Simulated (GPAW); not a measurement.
# Ge (P-1) in GPAW: convergence with k mesh

Aim: find how far k mesh must go before the results for Ge settle, at PBE. This setting moves, with any that are tied to it; all else stays.

Everything below comes from runs of GPAW 26.7.0. Logs are shortened: lines on timing, memory, paths and dates and some standing lists are left out, and cuts for length are marked. The log counts tension as positive stress, the text compression.

## 1. The structure

The typed cell holds 1 atom: a = 2.981 Å, b = 2.963 Å, c = 2.914 Å, α = 61.22°, β = 60.32°, γ = 60.50°.

This isn't the form of Ge at room conditions, which is diamond.

## 2. With k mesh 3 × 3 × 3

Contents of run.py:

```python
from ase.dft.bandgap import bandgap
from ase.io import read, write
from ase.units import GPa
from gpaw import GPAW, PW

atoms = read('POSCAR')

calc = GPAW(mode=PW(600),
            xc='PBE',
            kpts={'size': (3, 3, 3), 'gamma': True},
            occupations={'name': 'fermi-dirac', 'width': 0.05},
            nbands=8,
            convergence={'density': 1e-05, 'energy': 1e-05},
            maxiter=100,
            txt='gpaw.txt')
atoms.calc = calc
energy = atoms.get_potential_energy()
forces = atoms.get_forces()
stress = atoms.get_stress()
calc.write('gs.gpw')
write('result.traj', atoms)
print(f'Energy: {energy:.6f} eV')
print('Forces (eV/A):')
print(forces.round(4))
print('Stress (GPa):', (stress / GPa).round(3))
print('Fermi level:', round(calc.get_fermi_level(), 4), 'eV')
print(f'Gap: {bandgap(calc)[0]:.4f} eV, direct: {bandgap(calc, direct=True)[0]:.4f} eV')
```

Contents of POSCAR:

```
Ge
1.0
   -0.0282083000      2.1019966500      2.1134578200
    2.0716247400     -0.0325513900      2.1178009100
    2.0429605600      2.0776755600     -0.0038872100
Ge
1
Direct
    0.0000000000      0.0000000000      0.0000000000
```

Potentials or basis: GPAW PAW data sets (gpaw-data 1.2.1), pw.

On the command line:

```bash
$ OMP_NUM_THREADS=1 python run.py
```

gpaw.txt:

```text
__  _  _
 | _ |_)|_||  |
 |__||  | ||/\| - 26.7.0

Input parameters:
  mode=PW(ecut=600.0),
  convergence={'density': 1e-05, 'energy': 1e-05},
  kpts=MonkhorstPack(size=(3, 3, 3), gamma=True),
  maxiter=100,
  nbands=8,
  occupations=Occupations(name='fermi-dirac', width=0.05),
  xc=XC(name='PBE')

Diagonalizing LCAO Hamiltonian
Converting LCAO to pw mode

       Ge

Atoms  # Å, Bohr magnetons
|   | symbol |        x |        y |        z |    initial magnetic moments |
|---|--------|----------|----------|----------|-----------------------------|
| 0 |     Ge | 0.000000 | 0.000000 | 0.000000 | ( 0.0000,  0.0000,  0.0000) |

Unit cell  # Å
| periodic |         x |         y |         z |  lengths |    angles |
|----------|-----------|-----------|-----------|----------|-----------|
|      yes | -0.028208 |  2.101997 |  2.113458 | 2.980921 | 61.219322 |
|      yes |  2.071625 | -0.032551 |  2.117801 | 2.962730 | 60.315856 |
|      yes |  2.042961 |  2.077676 | -0.003887 | 2.913836 | 60.499228 |

Number of symmetries: 2
Symmetry operations  # r_c * U_cc + t_c -> r_c
|   | kind |            matrix            |
|---|------|------------------------------|
| 0 |  E   |  1, 0, 0,  0, 1, 0,  0, 0, 1 |
| 1 |  i   | -1, 0, 0,  0,-1, 0,  0, 0,-1 |

BZ-sampling:
  Number of BZ points: 27
  Number of IBZ points: 14

  Monkhorst-Pack size: [3, 3, 3]
  Monkhorst-Pack shift: [0, 0, 0]

K-points  # in reciprocal-cell coordinates
|     |                                coordinates |     weight |
|-----|--------------------------------------------|------------|
|   0 | (  0.00000000,   0.00000000,   0.00000000) | 0.03703704 |
|   1 | (  0.00000000,   0.00000000,   0.33333333) | 0.07407407 |
|   2 | (  0.00000000,   0.33333333,  -0.33333333) | 0.07407407 |
|   3 | (  0.00000000,   0.33333333,   0.00000000) | 0.07407407 |
|   4 | (  0.00000000,   0.33333333,   0.33333333) | 0.07407407 |
|   5 | (  0.33333333,  -0.33333333,  -0.33333333) | 0.07407407 |
|   6 | (  0.33333333,  -0.33333333,   0.00000000) | 0.07407407 |
|   7 | (  0.33333333,  -0.33333333,   0.33333333) | 0.07407407 |
|   8 | (  0.33333333,   0.00000000,  -0.33333333) | 0.07407407 |
|   9 | (  0.33333333,   0.00000000,   0.00000000) | 0.07407407 |
| ... |                                            |            |
|  13 | (  0.33333333,   0.33333333,   0.33333333) | 0.07407407 |

Plane wave coefficients: 627
Cutoff: 600.0 eV

Spin-components: 1 (collinear spins)
Bands:           8
Projectors:      5
Spin-degeneracy: 2
Datatype:        complex128

Parallelization:
  kpt:    1
  domain: 1
  band:   1

Density:
  Valence electrons: 4.0
  Components: 1
  Grid points: [18 18 18]
  Charge: 0.0  # |e|

Potential:
  Grid points: [18 18 18]

species:
  Ge:
    name:    Germanium
    Z:       32.0
    valence: 4
    core:    28
    charge:  0.0  # [|e|]
    compensation charges:
      type: gauss
      rc: 0.32  # [Å]
      lmax: 2
    cutoffs:
      filter: 1.77  # [Å]
      core: 3.42  # [Å]
    projectors
    | kind |    occ | energy [eV] | rcut [Å] |
    |------|--------|-------------|----------|
    |   4s |  2.000 |     -11.726 |    1.005 |
    |   4p |  2.000 |      -3.896 |    1.005 |
    |    s |        |      15.485 |    1.005 |
    |    p |        |      23.315 |    1.005 |
    |    d |        |       0.000 |    1.005 |

    Using partial waves for Ge as LCAO basis

Reference energy: -57097.637853  # eV

eigensolver:
  PPCG
  Converge bands: occupied
  niter=2

density mixing:
  MSR1-Mixer
  Pratt-step length: 0.05
  Maximum mixing coefficient: 0.75
  Old densities: 10
  SVD Regularization: 0.005
  Good broyden scale: 1.0
  Trust region scale: 1.0
  Backstep threshold: 4.0
  History deletion threshold: 6.0
  Fourier metric: weight=20.0, sigma=0.015

occupation numbers:
  Fermi-Dirac:
    width: 0.0500  # eV

poisson solver:
  ecut: 4800.0  # eV

xc functional:
  name: PBE with 2 nearest neighbor stencil

convergence criteria:
- Maximum integral of absolute [dens]ity change: 1e-05 electrons / valence electron
- Maximum [total energy] change in last 3 cyles: 1e-05 eV / valence electron
- Maximum integral of absolute [eigenst]ate change: 4e-08 eV^2 / valence electron
maximum number of iterations: 100

SCF iterations
|iter     | |      energy | eigst |  dens |
|---------|-|-------------|-------|-------|
|iter:   1| |   -4.333390 | -0.60 |       |
|iter:   2| |   -4.331143 | -3.12 | -1.16 |
|iter:   3| |   -4.311533 | -3.27 | -1.18 |
|iter:   4| |   -4.310255 | -4.21 | -1.78 |
|iter:   5| |   -4.310243 | -6.60 | -2.95 |
|iter:   6| |   -4.310242c| -6.60 | -3.38 |
|iter:   7| |   -4.310242c| -8.05c| -4.81 |
|iter:   8| |   -4.310242c| -8.93c| -5.21c|

Converged in 8 steps
Energy contributions relative to reference atoms: (reference = -57097.637853)

Energy contributions:
  Kinetic:           4.336801
  Coulomb:          -3.837788
  Zero:             -0.003920
  External:          0.000000
  Xc:               -4.801078
  Entropy:          -0.008512
  Spinorbit:         0.000000
  ----------------------------
  Free energy:      -4.314498
  Extrapolated:     -4.310242

dipole moment: (-13.365746, -13.564428, -13.826912)  # |e|*Ang

Fermi level: 6.426
Eigenvalues  # (at kpt = [0.000, 0.000, 0.000])
| band index |      eig [eV] | occ [0-2] |
|------------|---------------|-----------|
|          0 |        -5.148 |     2.000 |
|          1 |        17.051 |     0.000 |
|          2 |        17.385 |     0.000 |
|          3 |        17.756 |     0.000 |
|          4 |        21.647 |     0.000 |
|          5 |        21.906 |     0.000 |
|          6 |        22.473 |     0.000 |
|          7 |        23.660 |     0.000 |

No gap
No difference between direct/indirect transitions

Forces  # eV/Ang
|       x |       y |       z |
|---------|---------|---------|
| 0.00000 | 0.00000 | 0.00000 |  # Ge   0

Stress tensor  # eV/Ang^3
|         x |        y |         z |
|-----------|----------|-----------|
| -0.000260 | 0.048380 | -0.008137 |
|  0.048380 | 0.032765 |  0.004905 |
| -0.008137 | 0.004905 |  0.042489 |

# Writing to gs.gpw (mode='')
```

stdout:

```text
Energy: -4.310242 eV
Forces (eV/A):
[[0. 0. 0.]]
Stress (GPa): [-0.042  5.25   6.808  0.786 -1.304  7.751]
Fermi level: 6.4261 eV
Gap: 0.0000 eV, direct: 0.0000 eV
```

It took 2.9 s on 1 thread of Arm Neoverse V1, shared host; peak memory 0.12 GiB.

What came out:

| Quantity | Value |
| --- | --- |
| Free energy | -4.3145 eV |
| Pressure | -4.0 GPa |
| Band gap on the k mesh | none (metal or under the smearing width) |

## 3. With k mesh 4 × 4 × 4

Changes to run.py since step 2:

```diff
@@ -9,3 +9,3 @@
             xc='PBE',
-            kpts={'size': (3, 3, 3), 'gamma': True},
+            kpts={'size': (4, 4, 4), 'gamma': True},
             occupations={'name': 'fermi-dirac', 'width': 0.05},
```

POSCAR is that of step 2.

Potentials or basis: GPAW PAW data sets (gpaw-data 1.2.1), pw.

On the command line:

```bash
$ OMP_NUM_THREADS=1 python run.py
```

Run time: 5.2 s. Hardware: 1 thread of Arm Neoverse V1, shared host; peak memory 0.12 GiB.

Results:

* Free energy: -4.0483 eV
* Pressure: 3.5 GPa
* Band gap on the k mesh: none (metal or under the smearing width)

## 4. With k mesh 5 × 5 × 5

Changes to run.py since step 3:

```diff
@@ -9,3 +9,3 @@
             xc='PBE',
-            kpts={'size': (4, 4, 4), 'gamma': True},
+            kpts={'size': (5, 5, 5), 'gamma': True},
             occupations={'name': 'fermi-dirac', 'width': 0.05},
```

POSCAR is that of step 3.

On the command line:

```bash
$ OMP_NUM_THREADS=1 python run.py
```

Wall time 8.1 s (1 thread of Arm Neoverse V1, shared host); peak memory 0.13 GiB.

What came out:

| Item | Value |
| --- | --- |
| Free energy | -4.1665 eV |
| Pressure | 3.6 GPa |
| Band gap on the k mesh | none (metal or under the smearing width) |

## 5. With k mesh 6 × 6 × 6

Changes to run.py since step 4:

```diff
@@ -9,3 +9,3 @@
             xc='PBE',
-            kpts={'size': (5, 5, 5), 'gamma': True},
+            kpts={'size': (6, 6, 6), 'gamma': True},
             occupations={'name': 'fermi-dirac', 'width': 0.05},
```

POSCAR is that of step 4.

On the command line:

```bash
$ OMP_NUM_THREADS=1 python run.py
```

Run time: 13 s. Hardware: 1 thread of Arm Neoverse V1, shared host; peak memory 0.14 GiB.

Results (log left out):

```yaml
Free_energy: -4.0302 eV
Pressure: 5.8 GPa
Band_gap_on_the_k_mesh: none (metal or under the smearing width)
```

## 6. With k mesh 7 × 7 × 7

Changes to run.py since step 5:

```diff
@@ -9,3 +9,3 @@
             xc='PBE',
-            kpts={'size': (6, 6, 6), 'gamma': True},
+            kpts={'size': (7, 7, 7), 'gamma': True},
             occupations={'name': 'fermi-dirac', 'width': 0.05},
```

POSCAR is that of step 5.

Potentials or basis: GPAW PAW data sets (gpaw-data 1.2.1), pw.

On the command line:

```bash
$ OMP_NUM_THREADS=1 python run.py
```

It took 19 s on 1 thread of Arm Neoverse V1, shared host; peak memory 0.15 GiB.

Results (log left out):

| Quantity | Value |
| --- | --- |
| Free energy | -4.1752 eV |
| Pressure | 3.6 GPa |
| Band gap on the k mesh | none (metal or under the smearing width) |

## 7. With k mesh 8 × 8 × 8

Changes to run.py since step 6:

```diff
@@ -9,3 +9,3 @@
             xc='PBE',
-            kpts={'size': (7, 7, 7), 'gamma': True},
+            kpts={'size': (8, 8, 8), 'gamma': True},
             occupations={'name': 'fermi-dirac', 'width': 0.05},
```

POSCAR is that of step 6.

On the command line:

```bash
$ OMP_NUM_THREADS=1 python run.py
```

Wall time 27 s (1 thread of Arm Neoverse V1, shared host); peak memory 0.17 GiB.

It converged, with:

| Quantity | Value |
| --- | --- |
| Free energy | -4.2028 eV |
| Pressure | 4.0 GPa |
| Band gap on the k mesh | none (metal or under the smearing width) |

## 8. With k mesh 10 × 10 × 10

Changes to run.py since step 7:

```diff
@@ -9,3 +9,3 @@
             xc='PBE',
-            kpts={'size': (8, 8, 8), 'gamma': True},
+            kpts={'size': (10, 10, 10), 'gamma': True},
             occupations={'name': 'fermi-dirac', 'width': 0.05},
```

POSCAR is that of step 7.

On the command line:

```bash
$ OMP_NUM_THREADS=1 python run.py
```

It took 51 s on 1 thread of Arm Neoverse V1, shared host; peak memory 0.21 GiB.

The run converged. Its results:

```
Free energy            : -4.1917 eV
Pressure               : 3.4 GPa
Band gap on the k mesh : none (metal or under the smearing width)
```

## 9. With k mesh 12 × 12 × 12

Changes to run.py since step 8:

```diff
@@ -9,3 +9,3 @@
             xc='PBE',
-            kpts={'size': (10, 10, 10), 'gamma': True},
+            kpts={'size': (12, 12, 12), 'gamma': True},
             occupations={'name': 'fermi-dirac', 'width': 0.05},
```

POSCAR is that of step 8.

Potentials or basis: GPAW PAW data sets (gpaw-data 1.2.1), pw.

On the command line:

```bash
$ OMP_NUM_THREADS=1 python run.py
```

Run time: 87 s. Hardware: 1 thread of Arm Neoverse V1, shared host; peak memory 0.28 GiB.

The run converged. Its results:

| Quantity | Value |
| --- | --- |
| Free energy | -4.1803 eV |
| Pressure | 3.5 GPa |
| Band gap on the k mesh | none (metal or under the smearing width) |

## 10. With k mesh 14 × 14 × 15

Changes to run.py since step 9:

```diff
@@ -9,3 +9,3 @@
             xc='PBE',
-            kpts={'size': (12, 12, 12), 'gamma': True},
+            kpts={'size': (14, 14, 15), 'gamma': True},
             occupations={'name': 'fermi-dirac', 'width': 0.05},
```

POSCAR is that of step 9.

On the command line:

```bash
$ OMP_NUM_THREADS=1 python run.py
```

It took 2.5 min on 1 thread of Arm Neoverse V1, shared host; peak memory 0.4 GiB.

The run converged. Its results:

```
Free energy            : -4.1873 eV
Pressure               : 3.7 GPa
Band gap on the k mesh : none (metal or under the smearing width)
```

## 11. The series at a glance

| k mesh | energy less the tightest run, at zero smearing (meV/atom) | pressure (GPa) | SCF cycles | CPU time (s) | peak memory (GiB) |
| --- | --- | --- | --- | --- | --- |
| 3 × 3 × 3 | -124.83 | -4.01 | 8 | 2.9 | 0.12 |
| 4 × 4 × 4 | 140.04 | 3.47 | 8 | 5.2 | 0.12 |
| 5 × 5 × 5 | 23.50 | 3.62 | 8 | 8.1 | 0.13 |
| 6 × 6 × 6 | 161.30 | 5.75 | 8 | 13 | 0.14 |
| 7 × 7 × 7 | 12.41 | 3.62 | 8 | 19 | 0.15 |
| 8 × 8 × 8 | -15.72 | 4.01 | 8 | 27 | 0.17 |
| 10 × 10 × 10 | -3.91 | 3.35 | 8 | 51 | 0.21 |
| 12 × 12 × 12 | 7.46 | 3.55 | 8 | 87 | 0.28 |
| 14 × 14 × 15 | 0.00 | 3.73 | 8 | 150 | 0.4 |

Not settled before the last step: the energy (to 1 meV/atom), the pressure (to 0.1 GPa). Meshes of other sizes hit other points, so gaps and Fermi surfaces needn't settle smoothly. The tightest run that finished is the yardstick and may itself not be fully converged.
